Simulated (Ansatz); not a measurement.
An input for Ansatz 0.2.0 (AgO):

File run.py:

```python
import json

import numpy as np

import ansatz as az

calculation = (
    az.Crystal.from_extxyz("AgO.xyz")
    .calculation()
    .kpoints(10, 10, 10)
    .functional("blyp")
    .pseudopotentials(kind="nc", accuracy="standard")
    .scf(extra_bands=6)
    .occupations(method="gaussian", width=0.05)
    .density_of_states(energy_step=0.05, projected=False, nscf_kmesh=(15, 15, 15))
    .forces()
    .stress()
    .band_table(publish=True)
    .basis("high")
)
outcome = calculation.run(threads=2, events_out="events.jsonl")

report = outcome.report
for line in open("events.jsonl"):
    event = json.loads(line)
    if event["event"] == "scf_iter":
        d = event["data"]
        print(f"SCF {d['iter']:3d}  HF = {d['harris_foulkes_ev']:.6f} eV  dr2 = {d['dr2_ev']:.2e} eV")
    elif event["event"] in ("relax_step", "md_step"):
        d = event["data"]
        print(f"{event['event']} {d['step']:3d}  E = {d['lagrangian_ev']:.6f} eV")
np.set_printoptions(precision=5, suppress=True, linewidth=110)
print("converged:", report["converged"], "after", report["n_iterations"], "iterations")
print(f"free energy {report['free_energy_ev']:.6f} eV, Fermi level {report['fermi_energy_ev']:.4f} eV")
for key in ("band_edges_ev", "magnetization_mub", "site_moments_mub", "site_moments_nc_mub", "forces_ev_ang",
                "stress_gpa"):
    if report.get(key) is not None:
        print(key, np.array(report[key]), sep="\n")
```

AgO.xyz

```xyz
2
Lattice="0.0000000000 2.4080000000 2.4080000000 2.4080000000 0.0000000000 2.4080000000 2.4080000000 2.4080000000 0.0000000000" Properties=species:S:1:pos:R:3 pbc="T T T"
Ag     0.0000000000      0.0000000000      0.0000000000
O      3.6120000000      3.6120000000      3.6120000000
```

Potentials or basis: PseudoDojo standard.

Run with:

```sh
$ python run.py
```

Problem. Does this run start?

Solution. The run stopped without a result. It printed:

Output:

```text
Traceback (most recent call last):
  File "run.py", line 19, in <module>
  [frames inside libraries left out]
ansatz.errors.InputError: .basis: cutoff (an energy: a number in eV, or e.g. 30 * az.Ry) is a number, got 'high'
```
